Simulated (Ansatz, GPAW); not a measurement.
This is a calculation of Ni for GPAW 26.7.0 (ASE script). 

File run.py:

```python
from ase import Atoms
from ase.dft.bandgap import bandgap
from ase.io import write
from ase.units import GPa
from gpaw import GPAW, PW

atoms = Atoms(['Ni'],
              cell=[[0.0, 1.737572933, 1.737572933],
                    [1.737572933, 0.0, 1.737572933],
                    [1.737572933, 1.737572933, 0.0]],
              scaled_positions=[[0.0, 0.0, 0.0]],
              pbc=True)
atoms.set_initial_magnetic_moments([1.0])

calc = GPAW(mode=PW(600),
            xc='PBE',
            kpts={'size': (13, 13, 13), 'gamma': True},
            occupations={'name': 'methfessel-paxton', 'order': 0, 'width': 0.02},
            nbands=17,
            convergence={'density': 1e-05, 'energy': 1e-05},
            maxiter=150,
            txt='gpaw.txt')
atoms.calc = calc
energy = atoms.get_potential_energy()
forces = atoms.get_forces()
stress = atoms.get_stress()
calc.write('gs.gpw')
write('result.traj', atoms)
print(f'Energy: {energy:.6f} eV')
print('Forces (eV/A):')
print(forces.round(4))
print('Stress (GPa):', (stress / GPa).round(3))
print('Moments:', calc.get_magnetic_moments().round(3))
print('Fermi level:', round(calc.get_fermi_level(), 4), 'eV')
print(f'Gap: {bandgap(calc)[0]:.4f} eV, direct: {bandgap(calc, direct=True)[0]:.4f} eV')
```

Potentials or basis: GPAW PAW data sets (gpaw-data 1.2.1), pw.

Command:

```sh
$ OMP_NUM_THREADS=1 python run.py
```

Q: Set up the same calculation for Ansatz 0.2.0. Potentials or basis there: all-electron LAPW, scalar-relativistic.

A: As run (cutoffs and basis follow the program's own potentials, and thresholds, step limits or extra output files can differ):

input.yaml

```yaml
crystal:
  lattice:
    - [0.0, 1.737572933, 1.737572933]
    - [1.737572933, 0.0, 1.737572933]
    - [1.737572933, 1.737572933, 0.0]
  atoms:
    - { symbol: Ni, position: [0.0, 0.0, 0.0], spin: 1.0 }
kpoints:
  mp_grid: { grid: [13, 13, 13] }
scf:
  occupations: { method: gaussian, width: 0.02 }
hamiltonian:
  xc: pbe
  pseudopotentials: { kind: all_electron, lapw: { basis_error: 0.001 } }
magnetization:
  spin_polarized: true
output:
  forces: true
  stress: true
  eigenvalues: true
```

Potentials or basis: all-electron LAPW, scalar-relativistic.

Run with:

```console
$ ansatz run input.yaml --threads 2 --pin off --max-ram 6144MiB --backend cpu --events-out ev --progress --plain --runs-dir out
```

Both were run:

|  | GPAW | Ansatz |
| --- | --- | --- |
| Pressure | 10.5 GPa | 8.0 GPa |
| Net moment | 0.64 μB per cell | 0.64 μB per cell |

Where Ansatz's input types no cutoff or centring, it takes its own default and a Γ-centred mesh.

The magnetic state is the one that the start led to; the real crystal's order can differ.

The cell lies far from this level's equilibrium.

Pressure is positive in compression.
